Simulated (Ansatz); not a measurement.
**Ti2C and the effect of the Hubbard U on Ti d**

The cell as given:

Symmetry: R-3m, No. 166, trigonal system. Conventional cell: a = 3.081 Å, b = 3.081 Å, c = 14.441 Å, α = 90.00°, β = 90.00°, γ = 120.00°. Around Ti (site symmetry 3m) lie 3 C at 2.11 Å. C (site symmetry -3m) has 6 Ti at 2.11 Å as nearest neighbours.

The cell comes from a database or a generator and needn't be the stable form of this composition.

Kept alike: task relaxation of cell and atoms; functional PBEsol; k mesh 10 × 10 × 10; occupations fermi-dirac, width 0.05 eV; no spin polarisation. Program: Ansatz, Ansatz PAW, cutoff 420 eV. The mesh is that of the run's cell of 3 atoms. No spin-orbit coupling.

```csv
"Hubbard U on Ti d, U (eV)",volume (Å³/atom)
0,12.840
2,13.031
3,?
4,13.232
5,13.339
```

U acts here on a shell without spin polarisation. The relaxations keep at least the cell's symmetry (R-3m). For a metal such a mesh leaves the last digits unconverged. Relaxations stop with a little pressure left, so the last digits of a volume or edge aren't settled. Ansatz's relaxations hold a Pulay term in the stress (up to 0.1 GPa here). How U acts hangs on the program's projectors. All rows use potentials made for PBE. U is the effective U - J on orthogonalised atomic projectors. Double counting: fully localised limit (the default).

Task: Fit the rows shown and predict the run at 3 eV.

Result: A least-squares line through the rows shown is volume = 0.09963 U + 12.8365 (largest miss 0.0048); at U = 3 it gives 13.135 Å³/atom. The run gave: volume 13.130 Å³/atom.
